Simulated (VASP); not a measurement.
A run of VASP 6.6.1:

Contents of POSCAR:

```
GaAs
1.0
    0.0000000000      2.8314000000      2.8314000000
    2.8314000000      0.0000000000      2.8314000000
    2.8314000000      2.8314000000      0.0000000000
Ga As
1 1
Direct
    0.0000000000      0.0000000000      0.0000000000
    0.7500000000      0.7500000000      0.7500000000
```

INCAR.step1

```
SYSTEM = GaAs
PREC = Accurate
ENCUT = 520
EDIFF = 1E-5
ISMEAR = 0
SIGMA = 0.02
LREAL = .FALSE.
LASPH = .TRUE.
NELM = 100
ALGO = Normal
ISIF = 2
LWAVE = .TRUE.
LCHARG = .FALSE.
GGA = PE
```

Contents of INCAR.step2:

```
SYSTEM = GaAs
PREC = Accurate
ENCUT = 520
EDIFF = 1E-6
ISMEAR = 0
SIGMA = 0.02
LREAL = .FALSE.
LASPH = .TRUE.
NELM = 100
ALGO = Normal
ISIF = 2
LWAVE = .FALSE.
LCHARG = .FALSE.
GGA = PE
LHFCALC = .TRUE.
AEXX = 0.25
PRECFOCK = Fast
HFRCUT = -1
ISTART = 1
```

KPOINTS

```
regular mesh
0
G
  6 6 6
  0 0 0
```

Potentials or basis: VASP PAW PBE potentials, release 64 (Ga_d, As).

Command:

```sh
$ cat potpaw_PBE.64/Ga_d/POTCAR potpaw_PBE.64/As/POTCAR > POTCAR
$ cp INCAR.step1 INCAR
$ mpirun -np 1 vasp_std > vasp.out
$ cp INCAR.step2 INCAR
$ mpirun -np 1 vasp_std > vasp.out
```

Hardware: 1 thread of Intel(R) Xeon(R) Platinum 8488C (Sapphire Rapids), with other jobs on the host.

Problem. Estimate the wall time of this run.

Solution. It took 14 min on 1 thread of Intel(R) Xeon(R) Platinum 8488C (Sapphire Rapids), on a shared host, peak memory 0.19 GiB. Counts: scf iterations 10, k points 16.
